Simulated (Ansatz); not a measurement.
NaI, CsCl type, relaxed with r2SCAN: 6 runs in Ansatz 0.2.0, each a calculation of independent-particle optics. It is cubic, Pm-3m (No. 221); a = 4.041 Å in the conventional setting, 32.98 Å³ an atom. Around Na lie 8 I at 3.50 Å; around I lie 8 Na at 3.50 Å. The cell comes from a prototype generator: it can be a known phase or a hypothetical one. Spin polarisation is off.

```
Na I
1.0
     4.04054    0.00000    0.00000
     0.00000    4.04054    0.00000
     0.00000    0.00000    4.04054
Na I
1 1
Direct
  0.00000 0.00000 0.00000
  0.50000 0.50000 0.50000
```

On meshes this coarse, single peaks can be features of the mesh. No local fields, no excitons; the zone sum runs over the cells of the mesh, and ε∞ includes the bands left out of the spectrum. Up to four peaks are listed, those above 15 % of the tallest and inside the complete range; the four can differ from row to row. Rows marked drawn have settings drawn at random (some not listed).

```csv
functional,k mesh,broadening (eV),scissors (eV),range (eV),settings,direct gap on the mesh before scissors (eV),ε∞ xx,ε∞ yy,ε∞ zz,complete up to (eV),tallest peaks of mean ε₂ (eV)
PBE,6×6×6,0.1,0.00,0–15,chosen,2.79,4.22,4.22,4.22,15.0,5.95 6.75 7.30 8.80
r2SCAN,6×6×6,0.1,0.00,0–15,chosen,3.36,3.75,3.75,3.75,15.0,6.60 7.10 7.40 7.90
PBE,6×6×6,0.1,0.88 (to HSE06),0–15,chosen,2.79,3.84,3.84,3.84,15.0,6.80 7.65 8.20 9.65
r2SCAN,4×4×4,0.25,1.50,0–30,drawn,3.35,3.30,3.30,3.30,30.0,8.60
r2SCAN,6×6×6,0.15,1.50,0–30,drawn,3.36,3.29,3.29,3.29,30.0,7.20 8.20 8.80 11.00
PBE,6×6×6,0.15,2.50,0–6,drawn,2.79,3.34,3.34,3.34,6.0,none
```

The fundamental gap is indirect (2.30 eV with PBE on 6×6×6); the table holds the direct one.

Spin-orbit coupling is left out, which matters wherever the heavy atoms make up the band edges.
